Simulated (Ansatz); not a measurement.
**Si: a line through a two-coordinate scan**

How does the energy of Si (Fd-3m, No. 227; 2 atoms in the cell) vary with strain +e along z and -e/2 along x and y, at strain +e along x and -e along y = 0.00 %?

Method: DFT PBE, scalar-relativistic, plane waves, PAW, in Ansatz 0.2.0.

1 further run of the same task is left out (set aside as unsound or not needed).

### 1 The structure to begin with

Symmetry: Fd-3m, No. 227, cubic system. Conventional cell: a = 5.470 Å, b = 5.470 Å, c = 5.470 Å, α = 90.00°, β = 90.00°, γ = 90.00°. Si (site symmetry -43m) has 4 Si at 2.37 Å as nearest neighbours.

Coordinates:

```xyz
2
Lattice="0.0000 2.7348 2.7348 2.7348 0.0000 2.7348 2.7348 2.7348 0.0000" Properties=species:S:1:pos:R:3 pbc="T T T"
Si    2.7348    2.7348    2.7348
Si    4.1021    4.1021    4.1021
```

It is the result of an earlier relaxation at this level (volume 20.45 Å³/atom; gap on the mesh: 0.62 eV).

### 2 The scan

The energy is mapped over two homogeneous strains (x along [1 0 0], y along [0 1 0], z along [0 0 1] of the conventional cell).

The axes are (1) strain +e along x and -e along y: 9 values from −11.00 %; (2) strain +e along z and -e/2 along x and y: 9 values from −7.00 %.

Nothing else is relaxed (symmetry fixes all fractional coordinates). Energies count from the relaxed crystal. Points are written as (first, second).

### 3 Point (0.00 %, −7.00 %)

input.yaml reads:

```yaml
crystal:
  lattice:
    - [0.0, 2.8304772733, 2.543327405]
    - [2.8304772733, 0.0, 2.543327405]
    - [2.8304772733, 2.8304772733, 0.0]
  atoms:
    - { symbol: Si, position: [0.5, 0.5, 0.5] }
    - { symbol: Si, position: [0.75, 0.75, 0.75] }
basis:
  ecutwfc: 420
kpoints:
  mp_grid: { grid: [8, 8, 8] }
hamiltonian:
  xc: pbe
  pseudopotentials: { kind: paw, azcp: { folder: soft_1 } }
scf:
  occupations: { method: gaussian, width: 0.05 }
output:
  forces: true
  stress: true
  eigenvalues: true
```

Launch:

```bash
$ ansatz run input.yaml --threads 1 --pin off --max-ram 2048MiB --backend cpu --events-out ev --progress --plain --runs-dir out
```

What it wrote (excerpt; [...] marks lines left out):

```text
Warning: RAYON_NUM_THREADS=1 ignored (pool sized by the plan → 1); use --threads N
[...]
Pseudopotentials: kind: paw
Pseudopotential: Si, paw, valence charge 4, recommended cutoff 420 eV (normal), <dir>
Functional definition: PBE
[...]
Crystal: 2 atoms, lattice volume = 40.752 Å³
Basis set: ecut = 420 eV, 821 PW (Γ), exchange–correlation on 54×54×54 points (8 copies of the dense FFT grid, shifted against one another)
Bands: 8, of which v1, the nominal top of the filled ones, is band 4 counted from 1 (3 counted from 0)
Symmetry: 16 space group operations
Space group: I41/amd (ITA 141), of the structure as read, at distance tolerance 3.4e-5 Å
k-points: 59 of 512
[...]
SCF iter   1: F=—  HF=-1271.705246 eV  |F-HF|=—  |Δ(HF+E_count)|=         —  Δρ=4.49e-2  dr2=7.45e-1  ethr=3.10e-3  ⟨swp⟩=6.6  Hψ=4563  notcnv=0
[...]
SCF iter   6: F=-1271.539037 eV  HF=-1271.539037 eV  |F-HF|=5.02e-10  |Δ(HF+E_count)|=   8.01e-8  Δρ=5.60e-6  dr2=1.34e-8  ethr=1.25e-9  ⟨swp⟩=6.4  Hψ=2652  notcnv=0
[...]
SCF converged after 6 iterations
Free energy (F): -1271.539037 eV
[...]
E sigma→0 (E₀):  -1271.538917 eV
Entropy (-TS):   -0.000242 eV (-0.121 meV/atom)
Fermi energy:    6.109781 eV
[...]
--- Forces (eV/Å), atoms counted from 1 ---
  atom   1  Si     0.00000000    -0.00000000     0.00000000
  atom   2  Si    -0.00000000     0.00000000     0.00000000
[...]
--- Stress (GPa, compression-positive) ---
       -2.764457       0.000000       0.000000
        0.000000      -2.764457       0.000000
        0.000000       0.000000       5.376030
  P = ⅓ Tr σ = -0.0510 GPa (-0.510 kbar)
--- Band table (eV; the first three rows and the last of 59) ---
  k-point 0: bands = ["-5.7919", "5.8358", "5.8358", "6.5000", "8.3864", "8.7932", "8.7932", "9.0873"]
[...]
```

It took 0.49 s on 1 thread of AMD EPYC 9R45 (Zen 5), shared host; peak memory 0.34 GiB.

On the map this point reads 40 meV/atom.

### 4 The run at (0.00 %, −5.25 %)

input.yaml: that of step 3 with these lines changed.

```diff
@@ -2,5 +2,5 @@
   lattice:
-    - [0.0, 2.8304772733, 2.543327405]
-    - [2.8304772733, 0.0, 2.543327405]
-    - [2.8304772733, 2.8304772733, 0.0]
+    - [0.0, 2.8065481176, 2.5911857163]
+    - [2.8065481176, 0.0, 2.5911857163]
+    - [2.8065481176, 2.8065481176, 0.0]
   atoms:
```

Launch:

```bash
$ ansatz run input.yaml --threads 1 --pin off --max-ram 2048MiB --backend cpu --events-out ev --progress --plain --runs-dir out
```

What it wrote (excerpt; [...] marks lines left out):

```text
Warning: RAYON_NUM_THREADS=1 ignored (pool sized by the plan → 1); use --threads N
[...]
[... 3 set-up lines as earlier in the session ...]
[...]
Crystal: 2 atoms, lattice volume = 40.820 Å³
Basis set: ecut = 420 eV, 821 PW (Γ), exchange–correlation on 54×54×54 points (8 copies of the dense FFT grid, shifted against one another)
Bands: 8, of which v1, the nominal top of the filled ones, is band 4 counted from 1 (3 counted from 0)
[... 2 set-up lines as earlier in the session ...]
k-points: 59 of 512
[...]
SCF iter   1: F=—  HF=-1271.739807 eV  |F-HF|=—  |Δ(HF+E_count)|=         —  Δρ=4.50e-2  dr2=7.52e-1  ethr=3.10e-3  ⟨swp⟩=6.5  Hψ=4563  notcnv=0
[...]
SCF iter   6: F=-1271.572980 eV  HF=-1271.572980 eV  |F-HF|=6.90e-9  |Δ(HF+E_count)|=   1.86e-7  Δρ=9.90e-6  dr2=3.87e-8  ethr=1.25e-9  ⟨swp⟩=6.6  Hψ=2711  notcnv=0
[...]
SCF converged after 6 iterations
Free energy (F): -1271.572980 eV
[...]
E sigma→0 (E₀):  -1271.572925 eV
Entropy (-TS):   -0.000110 eV (-0.055 meV/atom)
Fermi energy:    6.199748 eV
[...]
--- Forces (eV/Å), atoms counted from 1 ---
  atom   1  Si    -0.00000000    -0.00000000     0.00000000
  atom   2  Si    -0.00000000    -0.00000000     0.00000000
[...]
--- Stress (GPa, compression-positive) ---
       -2.170190       0.000000       0.000000
        0.000000      -2.170190       0.000000
        0.000000       0.000000       4.297799
  P = ⅓ Tr σ = -0.0142 GPa (-0.142 kbar)
--- Band table (eV; the first three rows and the last of 59) ---
  k-point 0: bands = ["-5.8036", "5.8614", "5.8614", "6.3715", "8.4087", "8.7103", "8.7103", "9.0970"]
[...]
```

Run time: 0.52 s. Hardware: 1 thread of AMD EPYC 9R45 (Zen 5), shared host; peak memory 0.33 GiB.

On the map this point reads 23 meV/atom.

### 5 Point (0.00 %, −3.50 %)

input.yaml: that of step 4 with these lines changed.

```diff
@@ -2,5 +2,5 @@
   lattice:
-    - [0.0, 2.8065481176, 2.5911857163]
-    - [2.8065481176, 0.0, 2.5911857163]
-    - [2.8065481176, 2.8065481176, 0.0]
+    - [0.0, 2.7826189619, 2.6390440277]
+    - [2.7826189619, 0.0, 2.6390440277]
+    - [2.7826189619, 2.7826189619, 0.0]
   atoms:
```

Launch:

```bash
$ ansatz run input.yaml --threads 1 --pin off --max-ram 2048MiB --backend cpu --events-out ev --progress --plain --runs-dir out
```

What it wrote (excerpt; [...] marks lines left out):

```text
Warning: RAYON_NUM_THREADS=1 ignored (pool sized by the plan → 1); use --threads N
[...]
[... 3 set-up lines as earlier in the session ...]
[...]
Crystal: 2 atoms, lattice volume = 40.868 Å³
Basis set: ecut = 420 eV, 821 PW (Γ), exchange–correlation on 54×54×54 points (8 copies of the dense FFT grid, shifted against one another)
Bands: 8, of which v1, the nominal top of the filled ones, is band 4 counted from 1 (3 counted from 0)
[... 2 set-up lines as earlier in the session ...]
k-points: 59 of 512
[...]
SCF iter   1: F=—  HF=-1271.765810 eV  |F-HF|=—  |Δ(HF+E_count)|=         —  Δρ=4.51e-2  dr2=7.54e-1  ethr=3.10e-3  ⟨swp⟩=6.5  Hψ=4546  notcnv=0
[...]
SCF iter   6: F=-1271.598228 eV  HF=-1271.598228 eV  |F-HF|=6.37e-11  |Δ(HF+E_count)|=   7.71e-8  Δρ=6.42e-6  dr2=1.78e-8  ethr=1.25e-9  ⟨swp⟩=6.5  Hψ=2665  notcnv=0
[...]
SCF converged after 6 iterations
Free energy (F): -1271.598228 eV
[...]
E sigma→0 (E₀):  -1271.598199 eV
Entropy (-TS):   -0.000058 eV (-0.029 meV/atom)
Fermi energy:    6.289139 eV
[...]
--- Forces (eV/Å), atoms counted from 1 ---
  atom   1  Si     0.00000000    -0.00000000     0.00000000
  atom   2  Si     0.00000000    -0.00000000     0.00000000
[...]
--- Stress (GPa, compression-positive) ---
       -1.527414       0.000000       0.000000
        0.000000      -1.527414       0.000000
        0.000000       0.000000       3.108161
  P = ⅓ Tr σ = 0.0178 GPa (0.178 kbar)
--- Band table (eV; the first three rows and the last of 59) ---
  k-point 0: bands = ["-5.8114", "5.8977", "5.8977", "6.2464", "8.4444", "8.6429", "8.6429", "9.1072"]
[...]
```

Run time: 0.5 s. Hardware: 1 thread of AMD EPYC 9R45 (Zen 5), shared host; peak memory 0.33 GiB.

That is 11 meV/atom from the zero.

### 6 Point (0.00 %, −1.75 %)

input.yaml: that of step 5 with these lines changed.

```diff
@@ -2,5 +2,5 @@
   lattice:
-    - [0.0, 2.7826189619, 2.6390440277]
-    - [2.7826189619, 0.0, 2.6390440277]
-    - [2.7826189619, 2.7826189619, 0.0]
+    - [0.0, 2.7586898062, 2.6869023391]
+    - [2.7586898062, 0.0, 2.6869023391]
+    - [2.7586898062, 2.7586898062, 0.0]
   atoms:
```

Launch:

```bash
$ ansatz run input.yaml --threads 1 --pin off --max-ram 2048MiB --backend cpu --events-out ev --progress --plain --runs-dir out
```

What it wrote (excerpt; [...] marks lines left out):

```text
[...]
SCF converged after 6 iterations
Free energy (F): -1271.614350 eV
[...]
E sigma→0 (E₀):  -1271.614350 eV
Fermi energy:    6.305781 eV
[...]
--- Forces (eV/Å), atoms counted from 1 ---
  atom   1  Si     0.00000000     0.00000000     0.00000000
  atom   2  Si     0.00000000     0.00000000     0.00000000
[...]
--- Stress (GPa, compression-positive) ---
       -0.788342       0.000000       0.000000
        0.000000      -0.788342       0.000000
        0.000000       0.000000       1.641378
  P = ⅓ Tr σ = 0.0216 GPa (0.216 kbar)
--- Band table (eV; the first three rows and the last of 59) ---
  k-point 0: bands = ["-5.8167", "5.9429", "5.9429", "6.1219", "8.4914", "8.5893", "8.5893", "9.1140"]
[...]
```

It took 0.49 s on 1 thread of AMD EPYC 9R45 (Zen 5), shared host; peak memory 0.33 GiB.

Energy on the map's scale: 2.8 meV/atom.

### 7 The run at (0.00 %, 1.75 %)

input.yaml: that of step 6 with these lines changed.

```diff
@@ -2,5 +2,5 @@
   lattice:
-    - [0.0, 2.7586898062, 2.6869023391]
-    - [2.7586898062, 0.0, 2.6869023391]
-    - [2.7586898062, 2.7586898062, 0.0]
+    - [0.0, 2.7108314948, 2.7826189619]
+    - [2.7108314948, 0.0, 2.7826189619]
+    - [2.7108314948, 2.7108314948, 0.0]
   atoms:
```

Launch:

```bash
$ ansatz run input.yaml --threads 1 --pin off --max-ram 2048MiB --backend cpu --events-out ev --progress --plain --runs-dir out
```

What it wrote (excerpt; [...] marks lines left out):

```text
[...]
SCF converged after 6 iterations
Free energy (F): -1271.614125 eV
[...]
E sigma→0 (E₀):  -1271.614125 eV
Fermi energy:    6.318424 eV
[...]
--- Forces (eV/Å), atoms counted from 1 ---
  atom   1  Si    -0.00000000     0.00000000     0.00000000
  atom   2  Si     0.00000000     0.00000000     0.00000000
[...]
--- Stress (GPa, compression-positive) ---
        0.897610       0.000000       0.000000
        0.000000       0.897610       0.000000
        0.000000       0.000000      -1.727391
  P = ⅓ Tr σ = 0.0226 GPa (0.226 kbar)
--- Band table (eV; the first three rows and the last of 59) ---
  k-point 0: bands = ["-5.8167", "5.8767", "6.0655", "6.0655", "8.5248", "8.5248", "8.6200", "9.1130"]
[...]
```

It took 0.52 s on 1 thread of AMD EPYC 9R45 (Zen 5), shared host; peak memory 0.33 GiB.

That is 2.9 meV/atom from the zero.

### 8 The run at (0.00 %, 3.50 %)

input.yaml: that of step 7 with these lines changed.

```diff
@@ -2,5 +2,5 @@
   lattice:
-    - [0.0, 2.7108314948, 2.7826189619]
-    - [2.7108314948, 0.0, 2.7826189619]
-    - [2.7108314948, 2.7108314948, 0.0]
+    - [0.0, 2.6869023391, 2.8304772733]
+    - [2.6869023391, 0.0, 2.8304772733]
+    - [2.6869023391, 2.6869023391, 0.0]
   atoms:
```

Launch:

```bash
$ ansatz run input.yaml --threads 1 --pin off --max-ram 2048MiB --backend cpu --events-out ev --progress --plain --runs-dir out
```

What it wrote (excerpt; [...] marks lines left out):

```text
Warning: RAYON_NUM_THREADS=1 ignored (pool sized by the plan → 1); use --threads N
[...]
[... 3 set-up lines as earlier in the session ...]
[...]
Crystal: 2 atoms, lattice volume = 40.869 Å³
Basis set: ecut = 420 eV, 805 PW (Γ), exchange–correlation on 54×54×54 points (8 copies of the dense FFT grid, shifted against one another)
Bands: 8, of which v1, the nominal top of the filled ones, is band 4 counted from 1 (3 counted from 0)
[... 2 set-up lines as earlier in the session ...]
k-points: 59 of 512
[...]
SCF iter   1: F=—  HF=-1271.764049 eV  |F-HF|=—  |Δ(HF+E_count)|=         —  Δρ=4.51e-2  dr2=7.54e-1  ethr=3.10e-3  ⟨swp⟩=6.6  Hψ=4543  notcnv=0
[...]
SCF iter   6: F=-1271.596415 eV  HF=-1271.596415 eV  |F-HF|=4.30e-10  |Δ(HF+E_count)|=   8.65e-8  Δρ=6.70e-6  dr2=1.89e-8  ethr=1.25e-9  ⟨swp⟩=6.6  Hψ=2703  notcnv=0
[...]
SCF converged after 6 iterations
Free energy (F): -1271.596415 eV
[...]
E sigma→0 (E₀):  -1271.596415 eV
Fermi energy:    6.324937 eV
[...]
--- Forces (eV/Å), atoms counted from 1 ---
  atom   1  Si     0.00000000     0.00000000     0.00000000
  atom   2  Si     0.00000000     0.00000000    -0.00000000
[...]
--- Stress (GPa, compression-positive) ---
        1.842928       0.000000      -0.000000
        0.000000       1.842928      -0.000000
       -0.000000      -0.000000      -3.598631
  P = ⅓ Tr σ = 0.0291 GPa (0.291 kbar)
--- Band table (eV; the first three rows and the last of 59) ---
  k-point 0: bands = ["-5.8113", "5.7552", "6.1434", "6.1434", "8.5134", "8.5134", "8.7007", "9.0987"]
[...]
```

Run time: 0.52 s. Hardware: 1 thread of AMD EPYC 9R45 (Zen 5), shared host; peak memory 0.33 GiB.

Energy on the map's scale: 12 meV/atom.

### 9 Grid point (0.00 %, 5.25 %)

input.yaml: that of step 8 with these lines changed.

```diff
@@ -2,5 +2,5 @@
   lattice:
-    - [0.0, 2.6869023391, 2.8304772733]
-    - [2.6869023391, 0.0, 2.8304772733]
-    - [2.6869023391, 2.6869023391, 0.0]
+    - [0.0, 2.6629731834, 2.8783355847]
+    - [2.6629731834, 0.0, 2.8783355847]
+    - [2.6629731834, 2.6629731834, 0.0]
   atoms:
```

Launch:

```bash
$ ansatz run input.yaml --threads 1 --pin off --max-ram 2048MiB --backend cpu --events-out ev --progress --plain --runs-dir out
```

What it wrote (excerpt; [...] marks lines left out):

```text
[...]
SCF converged after 6 iterations
Free energy (F): -1271.566137 eV
[...]
E sigma→0 (E₀):  -1271.566136 eV
Entropy (-TS):   -0.000002 eV (-0.001 meV/atom)
Fermi energy:    6.340912 eV
[...]
--- Forces (eV/Å), atoms counted from 1 ---
  atom   1  Si     0.00000000     0.00000000     0.00000000
  atom   2  Si    -0.00000000    -0.00000000     0.00000000
[...]
--- Stress (GPa, compression-positive) ---
        2.858788       0.000000       0.000000
        0.000000       2.858788      -0.000000
        0.000000      -0.000000      -5.586461
  P = ⅓ Tr σ = 0.0437 GPa (0.437 kbar)
--- Band table (eV; the first three rows and the last of 59) ---
  k-point 0: bands = ["-5.8024", "5.6341", "6.2323", "6.2323", "8.5153", "8.5153", "8.7918", "9.0698"]
[...]
```

It took 0.5 s on 1 thread of AMD EPYC 9R45 (Zen 5), shared host; peak memory 0.33 GiB.

Energy on the map's scale: 27 meV/atom.

### 10 Grid point (0.00 %, 7.00 %)

input.yaml: that of step 9 with these lines changed.

```diff
@@ -2,5 +2,5 @@
   lattice:
-    - [0.0, 2.6629731834, 2.8783355847]
-    - [2.6629731834, 0.0, 2.8783355847]
-    - [2.6629731834, 2.6629731834, 0.0]
+    - [0.0, 2.6390440277, 2.926193896]
+    - [2.6390440277, 0.0, 2.926193896]
+    - [2.6390440277, 2.6390440277, 0.0]
   atoms:
```

Launch:

```bash
$ ansatz run input.yaml --threads 1 --pin off --max-ram 2048MiB --backend cpu --events-out ev --progress --plain --runs-dir out
```

What it wrote (excerpt; [...] marks lines left out):

```text
[...]
SCF converged after 6 iterations
Free energy (F): -1271.522761 eV
[...]
E sigma→0 (E₀):  -1271.522679 eV
Entropy (-TS):   -0.000165 eV (-0.082 meV/atom)
Fermi energy:    6.363649 eV
[...]
--- Forces (eV/Å), atoms counted from 1 ---
  atom   1  Si     0.00000000     0.00000000     0.00000000
  atom   2  Si     0.00000000     0.00000000     0.00000000
[...]
--- Stress (GPa, compression-positive) ---
        3.921209       0.000000       0.000000
        0.000000       3.921209       0.000000
        0.000000       0.000000      -7.663007
  P = ⅓ Tr σ = 0.0598 GPa (0.598 kbar)
--- Band table (eV; the first three rows and the last of 59) ---
  k-point 0: bands = ["-5.7906", "5.5125", "6.3319", "6.3319", "8.5301", "8.5301", "8.8925", "9.0211"]
[...]
```

Run time: 0.5 s. Hardware: 1 thread of AMD EPYC 9R45 (Zen 5), shared host; peak memory 0.33 GiB.

That is 49 meV/atom from the zero.

### 11 What came out

```
strain +e along z and -e/2 along x and y (%)  step  energy (meV/atom)  slope (meV/atom per %)  pressure (GPa)  band gap on the k-mesh (eV)
                                       −7.00     3                 40                   −10.7          −0.051                         0.00
                                       −5.25     4                 23                    −8.5          −0.014                         0.00
                                       −3.50     5                 11                    −6.0           0.018                         0.10
                                       −1.75     6                2.8                    −3.1           0.022                         0.37
                                        0.00     –                  0                     0.0           0.021                         0.65
                                        1.75     7                2.9                     3.3           0.023                         0.51
                                        3.50     8                 12                     6.8           0.029                         0.37
                                        5.25     9                 27                    10.5           0.044                         0.22
                                        7.00    10                 49                    14.3           0.060                         0.08
```

Energies count from the relaxed crystal. Rows without a step come from runs not printed here or follow by symmetry. Slopes come from the forces (and the stress, where the cell changes), not from differences of energies.

In words: The lowest point of the line is at 0.00 %, 0 meV/atom from the zero. Energies and slopes round the minimum, fitted together, put the minimum at 0.000 %, with a curvature of about 1.8 meV/atom per %². Divided by the reference volume, that is a stiffness of about 140 GPa for this pattern of strain. The highest point computed, at 7.00 %, lies 49 meV/atom above the lowest. The gap on the mesh reads zero on part of the line; semilocal functionals close small gaps early. This is one cut through a surface in two coordinates; it holds the lowest point sampled, which need not be a minimum. The gap on the mesh closes on part of the grid.
